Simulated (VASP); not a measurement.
HfO2:

```
Hf O
1.0
     0.00000    2.55750    2.55750
     2.55750    0.00000    2.55750
     2.55750    2.55750    0.00000
Hf O
1 2
Direct
  0.00000 0.00000 0.00000
  0.25000 0.25000 0.25000
  0.75000 0.75000 0.75000
```

Measurements of this composition are mostly on another form, of space group No. 14.

```yaml
Program: VASP 6.6.1
Task: relaxation of cell and atoms
Functional: PBE
Potentials_or_basis: VASP PAW PBE potentials, release 64 (Hf_pv, O)
Cutoff: 600 eV
k_mesh: 10 × 10 × 10
Occupations: gaussian, width 0.03 eV
Spin: no spin polarisation
```

At the start: pressure -6.2 GPa; volume 11.15 Å³/atom.

Problem. Where does the relaxation end?

Solution. Over 3 steps the energy falls by 5.7 meV/atom and the volume is 10.87 Å³/atom (-2.6 %); space group Fm-3m (No. 225, to 0.05 Å).

The path:
```csv
step,energy change (eV),largest force (eV/Å),pressure (GPa),volume (Å³)
1,0.0000,0.0000,-6.23,33.46
2,0.0193,0.0000,10.18,31.40
3,-0.0172,0.0000,-0.01,32.60
```

Final structure:
```
CELL_PARAMETERS angstrom
0.00000 2.53546 2.53546
2.53546 0.00000 2.53546
2.53546 2.53546 0.00000
ATOMIC_POSITIONS crystal
Hf 0.00000 0.00000 0.00000
O 0.25000 0.25000 0.25000
O 0.75000 0.75000 0.75000
```
